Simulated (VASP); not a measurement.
# Mo (P6_3/mmc) in VASP: a series of runs, part 2 of 2

VASP 6.6.1. Earlier steps stand in the parts before.

## 5. Single point, revPBE

This run uses another cell than the first one, of 14.95 Å³/atom, 0.920 times its volume.

Contents of INCAR:

```
SYSTEM = Mo
PREC     = Accurate       ! precision mode
ENCUT    = 520            ! plane-wave cutoff, eV
EDIFF    = 1E-7           ! SCF threshold, eV
ISMEAR   = -1             ! smearing method
SIGMA    = 0.1            ! smearing width, eV
LREAL    = .False.        ! projectors in reciprocal space
LASPH    = .True.         ! aspherical terms in the spheres
NELM     = 100            ! most SCF steps
ALGO     = Fast           ! electronic algorithm
ISIF     = 2              ! what is computed and relaxed
LWAVE    = .False.        ! write WAVECAR
LCHARG   = .False.        ! write CHGCAR
GGA      = RE             ! functional
NBANDS   = 36             ! bands
```

Contents of KPOINTS:

```
Automatic mesh
0
Gamma
  15 15 4
  0 0 0
```

Contents of POSCAR:

```
Mo
1.0
    2.7057666096      0.0000000000      0.0000000000
   -1.3528833048      2.3432626206      0.0000000000
    0.0000000000      0.0000000000      9.4307866198
Mo
4
Direct
    1.0000000000      0.0000000000      1.0000000000
    0.0000000000      0.0000000000      0.5000000000
    0.3333333333      0.6666666667      0.2500000000
    0.6666666667      0.3333333333      0.7500000000
```

Potentials or basis: VASP PAW PBE potentials, release 64 (Mo_sv).

Launch:

```console
> cat potpaw_PBE.64/Mo_sv/POTCAR > POTCAR
> mpirun -np 1 vasp_std > vasp.out
```

OUTCAR:

```text
SYSTEM = Mo
   PREC = Accurate
   ENCUT = 520
   EDIFF = 1E-7
   ISMEAR = -1
   LREAL = .False.
   LASPH = .True.
   NELM = 100
   ISIF = 2
   GGA = RE

 ion  position               nearest neighbor table
   1  0.000  0.000  0.000-   3 2.83   4 2.83   3 2.83   4 2.83   4 2.83   3 2.83
   2  0.000  0.000  0.500-   3 2.83   4 2.83   3 2.83   4 2.83   4 2.83   3 2.83
   3  0.333  0.667  0.250-   1 2.83   2 2.83   1 2.83   2 2.83   1 2.83   2 2.83
   4  0.667  0.333  0.750-   1 2.83   2 2.83   1 2.83   2 2.83   1 2.83   2 2.83

  LATTYP: Found a hexagonal cell.
 ALAT       =     2.7057666096
 C/A-ratio  =     3.4854397960

  Lattice vectors:

 A1 = (   2.7057666096,   0.0000000000,   0.0000000000)
 A2 = (  -1.3528833048,   2.3432626206,   0.0000000000)
 A3 = (   0.0000000000,   0.0000000000,   9.4307866198)

Analysis of symmetry for initial positions (statically):
=====================================================================
 Subroutine PRICEL returns:
 Original cell was already a primitive cell.

 Routine SETGRP: Setting up the symmetry group for a
 hexagonal supercell.

 Subroutine GETGRP returns: Found 24 space group operations
 (whereof 12 operations were pure point group operations)
 out of a pool of 24 trial point group operations.

The static configuration has the point symmetry D_3d.
 The point group associated with its full space group is D_6h.

Analysis of symmetry for dynamics (positions and initial velocities):
=====================================================================
 Subroutine PRICEL returns:
 Original cell was already a primitive cell.

 Routine SETGRP: Setting up the symmetry group for a
 hexagonal supercell.

 Subroutine GETGRP returns: Found 24 space group operations
 (whereof 12 operations were pure point group operations)
 out of a pool of 24 trial point group operations.

The dynamic configuration has the point symmetry D_3d.
 The point group associated with its full space group is D_6h.

 Subroutine INISYM returns: Found 24 space group operations
[... 122 lines left out ...]
  volume/ion in A,a.u.               =      14.95       100.88
  Fermi-wavevector in a.u.,A,eV,Ry     =   1.601712  3.026797 34.905493  2.565481
  Thomas-Fermi vector in A             =   2.698647
   LORBIT       =      0    0 simple, 1 ext, 2 COOP (PROOUT), +10 PAW based schemes
   GGA     = RE    functional components
   LHFCALC =     F    Hartree Fock is set to
   AEXX    =    0.0000 exact exchange contribution
   IVDW    =     0    specifies the selected vdW correction
   LEPSILON=     F    determine dielectric tensor
   LRPA    =     F    only Hartree local field effects (RPA)
 non-spin polarized calculation
 RMM-DIIS sequential band-by-band and
  energy-cutoff  :      520.00
  volume of cell :       59.79
 maximum number of plane-waves:      1637
 NGX is ok and might be reduce to    20
   NGX =  9   NGY =  9   NGZ = 35

 number of electron      56.0000004 magnetization

 Free energy of the ion-electron system (eV)
  ---------------------------------------------------
  ext. energy  EPLUGINS =         0.00000000
  ---------------------------------------------------
  free energy    TOTEN  =       -39.97648075 eV

  energy without entropy =      -39.81864405  energy(sigma->0) =      -39.89756240

 E-fermi :  13.0409     XC(G=0): -13.5761

 val. band max:       13.0407662601   @ k =   0.4000   0.0000   0.5000
 cond. band min:      13.0480765937   @ k =   0.4000   0.0667   0.2500
 fundamental gap:      0.0073103337
 Fermi energy:        13.0408524171

 k-point     1 :       0.0000    0.0000    0.0000
  band No.  band energies     occupation
      1     -47.7840      2.00000
      2     -47.6821      2.00000
      3     -47.6569      2.00000
      4     -47.5524      2.00000
      5     -22.5067      2.00000
      6     -21.8373      2.00000
[... 925 lines left out ...]
     35      17.0465      0.00000
     36      17.2435      0.00000

 [... further k-points ...]

------------------------ aborting loop because EDIFF is reached ----------------------------------------

  FORCE on cell =-STRESS in cart. coord.  units (eV):
  Direction    XX          YY          ZZ          XY          YZ          ZX
  --------------------------------------------------------------------------------------
  -------------------------------------------------------------------------------------
  Total        9.2450539      9.2450539      7.7276396     -0.0000000      0.0000000     -0.0000000
  in kB      247.7198541    247.7198541    207.0609620     -0.0000000      0.0000000     -0.0000000
  external PRESSURE =     234.1668901 kB  Pullay stress =       0.0000000 kB

 VOLUME and BASIS-vectors are now :
 -----------------------------------------------------------------------------
  energy-cutoff  :      520.00
  volume of cell :       59.79
      direct lattice vectors                 reciprocal lattice vectors
     2.705766610  0.000000000  0.000000000     0.369581026  0.213377705  0.000000000
    -1.352883305  2.343262621  0.000000000     0.000000000  0.426755410  0.000000000
     0.000000000  0.000000000  9.430786620     0.000000000  0.000000000  0.106035694

 POSITION                                       TOTAL-FORCE (eV/Angst)
 -----------------------------------------------------------------------------------
      0.00000      0.00000      0.00000        -0.000000      0.000000      0.000000
      0.00000      0.00000      4.71539        -0.000000      0.000000      0.000000
     -0.00000      1.56218      2.35770         0.000000      0.000000      0.000000
      1.35288      0.78109      7.07309         0.000000     -0.000000     -0.000000
 -----------------------------------------------------------------------------------
    total drift:                                0.000000     -0.000000      0.000000

  FREE ENERGIE OF THE ION-ELECTRON SYSTEM (eV)
  ---------------------------------------------------
  free  energy   TOTEN  =       -39.9764807483 eV

  energy  without entropy=      -39.8186440513  energy(sigma->0) =      -39.89756240
```

OSZICAR:

```text
N       E                     dE             d eps       ncg     rms          rms(c)
DAV:   1     0.666299043828E+03    0.66630E+03   -0.34388E+04  5832   0.165E+03
DAV:   2    -0.199711004349E+02   -0.68627E+03   -0.67226E+03  6300   0.522E+02
DAV:   3    -0.416888465826E+02   -0.21718E+02   -0.20964E+02  7600   0.873E+01
DAV:   4    -0.420424938464E+02   -0.35365E+00   -0.35085E+00  6640   0.920E+00
DAV:   5    -0.420478528020E+02   -0.53590E-02   -0.53551E-02  6572   0.112E+00    0.309E+01
RMM:   6    -0.402345780815E+02    0.18133E+01   -0.35156E+00  5835   0.120E+01    0.106E+01
RMM:   7    -0.399805443467E+02    0.25403E+00   -0.17763E+00  6041   0.728E+00    0.177E+00
RMM:   8    -0.399984396003E+02   -0.17895E-01   -0.21823E-01  6999   0.210E+00    0.132E+00
RMM:   9    -0.399757682478E+02    0.22671E-01   -0.54810E-02  6899   0.118E+00    0.433E-01
RMM:  10    -0.399763175864E+02   -0.54934E-03   -0.12949E-02  7518   0.476E-01    0.480E-02
RMM:  11    -0.399764888196E+02   -0.17123E-03   -0.20175E-03  8116   0.188E-01    0.365E-02
RMM:  12    -0.399764756275E+02    0.13192E-04   -0.18802E-04  7606   0.529E-02    0.791E-03
RMM:  13    -0.399764825640E+02   -0.69365E-05   -0.36067E-05  7918   0.237E-02    0.396E-03
RMM:  14    -0.399764808559E+02    0.17081E-05   -0.57408E-06  7230   0.107E-02    0.106E-03
RMM:  15    -0.399764803957E+02    0.46022E-06   -0.13360E-06  6187   0.461E-03    0.481E-04
RMM:  16    -0.399764808420E+02   -0.44634E-06   -0.26718E-07  4717   0.183E-03    0.282E-04
RMM:  17    -0.399764807483E+02    0.93703E-07   -0.60964E-08  3801   0.917E-04
   1 F= -.39976481E+02 E0= -.39897562E+02  d E =-.157837E+00
```

Wall time 1.9 min (1 thread of Intel Xeon Platinum 8559C (Emerald Rapids), shared host); peak memory 0.24 GiB.

Results:

```
Free energy            : -39.9765 eV
Pressure               : 23.4 GPa
Band gap on the k mesh : none (metal or under the smearing width)
```

Stress tensor (GPa, compression positive):
```
24.77  0.00  0.00
 0.00 24.77  0.00
 0.00  0.00 20.71
```

Levels at points of the mesh, in eV from the Fermi level:
```csv
k point,band 25,band 26,band 27,band 28,band 29,band 30,band 31,band 32
"(0.00, 0.00, 0.00)",-0.90,-0.76,-0.76,-0.48,-0.48,-0.30,-0.30,1.02
"(0.00, 0.00, 0.50)",-0.78,-0.78,-0.47,-0.47,-0.47,-0.47,-0.28,-0.28
```

Caveat: so large a pressure means that the cell lies far from this level's equilibrium, or that cutoff or potentials fall short; the potentials were made for another functional, which shifts forces and pressure.

## 6. Overview

| cell | k mesh | further INCAR settings | gap on the mesh (eV) | pressure (GPa) |
| --- | --- | --- | --- | --- |
| P6_3/mmc, 16.25 Å³/atom | 17 × 17 × 5 | ALGO = Fast; EDIFF = 1e-07; NBANDS = 36 | none | 0.5 |
| P6_3/mmc, 16.9 Å³/atom | 15 × 15 × 4 | ALGO = Fast; EDIFF = 1e-06; NBANDS = 36 | none | -8.0 |
| P6_3/mmc, 15.6 Å³/atom | 15 × 15 × 4 | ALGO = Fast; EDIFF = 1e-07; NBANDS = 36 | none | 10.7 |
| P6_3/mmc, 14.95 Å³/atom | 15 × 15 × 4 | ALGO = Fast; EDIFF = 1e-07; NBANDS = 36 | none | 23.4 |

Alike in all rows: task single point; level revPBE; potentials or basis VASP PAW PBE potentials, release 64 (Mo_sv); no spin polarisation; cutoff (eV) 520; smearing fermi-dirac 0.1 eV.

Every run on the cell as given and a fine mesh finds a metal.

Caveats: the PAW data sets were made with another functional, which shifts forces and pressure a little (some runs); so large a pressure means that the cell lies far from this level's equilibrium, or that cutoff or potentials fall short (some runs); the potentials were made for another functional, which shifts forces and pressure (some runs).

Absolute energies hang on the potentials; compare differences alone.
